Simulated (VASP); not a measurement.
Crystal: GaAs.

```
CELL_PARAMETERS angstrom
0.00000 2.82685 2.82685
2.82685 0.00000 2.82685
2.82685 2.82685 0.00000
ATOMIC_POSITIONS crystal
As 0.75000 0.75000 0.75000
Ga 0.00000 0.00000 0.00000
```

```yaml
Program: VASP 6.6.1
Task: relaxation of cell and atoms
Functional: RPBE
Dispersion: D3(BJ)
Potentials_or_basis: VASP PAW PBE potentials, release 64 (As, Ga_d)
Cutoff: 600 eV
k_mesh: 8 × 8 × 8
Occupations: fermi-dirac, width 0.05 eV
Spin: no spin polarisation
```

At the start: pressure -5.6 GPa; volume 22.59 Å³/atom.

Problem. Where does the relaxation end?

Solution. Over 3 steps the energy falls by 33.8 meV/atom and the volume is 20.79 Å³/atom (-8.0 %); space group F-43m (No. 216, to 0.05 Å).

Step by step:
| step | energy change (eV) | largest force (eV/Å) | pressure (GPa) | volume (Å³) |
| --- | --- | --- | --- | --- |
| 1 | 0.0000 | 0.0000 | -5.59 | 45.18 |
| 2 | -0.0556 | 0.0000 | 2.91 | 40.22 |
| 3 | -0.0677 | 0.0000 | 0.03 | 41.58 |

Final structure:
```
As Ga
1.0
     0.00000    2.74974    2.74974
     2.74974    0.00000    2.74974
     2.74974    2.74974    0.00000
As Ga
1 1
Cartesian
  4.1246 4.1246 4.1246
  0.0000 0.0000 0.0000
```

Caveat: the PAW data sets were made with another functional, which shifts forces and pressure a little.
